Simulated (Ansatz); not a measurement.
# CdI2 — I-127 NMR of the central transition

Cell: a computed structure from the Materials Project (it need not be an observed phase), atoms as given.

Space group P-3m1 (No. 164); a = 4.2919, c = 43.3968 Å, γ = 120.00°.

| site | Wyckoff | site symmetry | x | y | z |
| --- | --- | --- | --- | --- | --- |
| Cd1 | 2d | 3m. | 0.3333 | 0.6667 | 0.2500 |
| Cd2 | 2c | 3m. | 0.0000 | 0.0000 | 0.4167 |
| Cd3 | 2c | 3m. | 0.0000 | 0.0000 | 0.0834 |
| I7 | 2d | 3m. | 0.6667 | 0.3333 | 0.3771 |
| I8 | 2d | 3m. | 0.3333 | 0.6667 | 0.1231 |
| I10 | 2d | 3m. | 0.3333 | 0.6667 | 0.9564 |
| I11 | 2d | 3m. | 0.6667 | 0.3333 | 0.5437 |
| I13 | 2d | 3m. | 0.3333 | 0.6667 | 0.7897 |
| I15 | 2c | 3m. | 0.0000 | 0.0000 | 0.7104 |

One atom of each set is listed.

Computed with Ansatz: DFT, PBE, plane waves and PAW, scalar-relativistic, 420 eV cutoff, Γ-centred 8×8×1 k-points, Fermi–Dirac smearing 0.02 eV.

I-127 has I = 5/2 and Q = -688.2 mb (Pyykkö 2018); at 23.5 T its Larmor frequency is ν₀ = 201.6 MHz (from the bare nuclear moment; shielding lowers the observed one by a per cent or two). Only the quadrupole interaction is simulated: positions count from each site's isotropic chemical shift, and shift anisotropy, dipolar and J coupling are left out.

Q: Simulate the second-order pattern (static powder, Gaussian broadening 60 kHz) of site I11 (3 Cd at 3.01 Å).

A: The calculation gives C_Q = 106 MHz and η = 0.00, so ν_Q = 15.9 MHz and the centre of gravity lies at -1650 ppm (-333 kHz).

offset (kHz), height and a bar:
```
  -1205.3          1 
  -1121.6         85 ##########################
  -1037.9        100 ##############################
   -954.2         63 ###################
   -870.5         51 ###############
   -786.7         44 #############
   -703.0         40 ############
   -619.3         38 ###########
   -535.6         36 ###########
   -451.8         35 ##########
   -368.1         33 ##########
   -284.4         33 ##########
   -200.7         33 ##########
   -116.9         32 ##########
    -33.2         32 #########
     50.5         26 ########
    134.2         27 ########
    218.0         29 #########
    301.7         31 #########
    385.4         36 ###########
    469.1         44 #############
    552.9         71 #####################
    636.6         60 ##################
    720.3          0
```

An axis of threefold or higher order runs through I11, so V_zz lies along it and η is zero.

Without spin–orbit coupling the gradients at and beside I can be off by some per cent, at some sites by more.

The run took 2.5 min of wall time (2.5 min of CPU time) and 1.6 GiB at its peak, on 1 thread of Arm Neoverse V1 (aarch64; 8 cores open to the job, memory cap 3.0 GiB, no GPU), a shared host with a load of 0.7 a core.
